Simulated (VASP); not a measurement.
Runs of VASP 6.6.1 on K. The structure is cubic, space group Im-3m (No. 229). The conventional cell has a = 5.395 Å, b = 5.395 Å, c = 5.395 Å, α = 90.00°, β = 90.00°, γ = 90.00°. 

| task | level | potentials or basis | cell | k mesh | cutoff (eV) | smearing | other keys | gap on the mesh (eV) | pressure (GPa) |
| --- | --- | --- | --- | --- | --- | --- | --- | --- | --- |
| electron localisation function | revPBE+D3(BJ) | VASP PAW PBE potentials, release 64 (K_sv) | as given | 7 × 7 × 7 | 520 | gaussian 0.05 eV | - | none | -0.4 |
| single point | RPBE | VASP PAW PBE potentials, release 54 (K_sv) | as given | 7 × 7 × 7 | 520 | gaussian 0.05 eV | - | none | (b) |
| single point | r2SCAN | VASP PAW PBE potentials, release 64 (K_pv) | as given | 12 × 12 × 12 | 900 | fermi-dirac 0.05 eV | - | none | (a) |
| density of states | RPBE+D3(BJ) | VASP PAW PBE potentials, release 64 (K_sv) | as given | 7 × 7 × 7 | 520 | tetrahedron, uncorrected 0.01 eV | ISMEAR = -4; SIGMA = 0.01 | none | -1.2 |
| single point | TB-mBJ | VASP PAW PBE potentials, release 64 (K_sv) | cell strained at random at fixed volume | 7 × 7 × 7 | 520 | gaussian 0.05 eV | - | none | - |
| single point | LDA | VASP PAW LDA potentials, release 54 (K_sv) | as given | 7 × 7 × 7 | 520 | gaussian 0.1 eV | - | none | -0.6 |

Alike in all rows: no spin polarisation.

**Question.** Estimate the missing entries.

**Answer.** (a) -0.1; (b) 0.1.

Caveats: the PAW data sets were made with another functional, which shifts forces and pressure a little (some runs); pairwise dispersion overbinds metals, which lowers pressure and volume (some runs).

A gap of «none» marks a metal or a gap under the smearing width.

The runs don't all hold the same shells in valence.
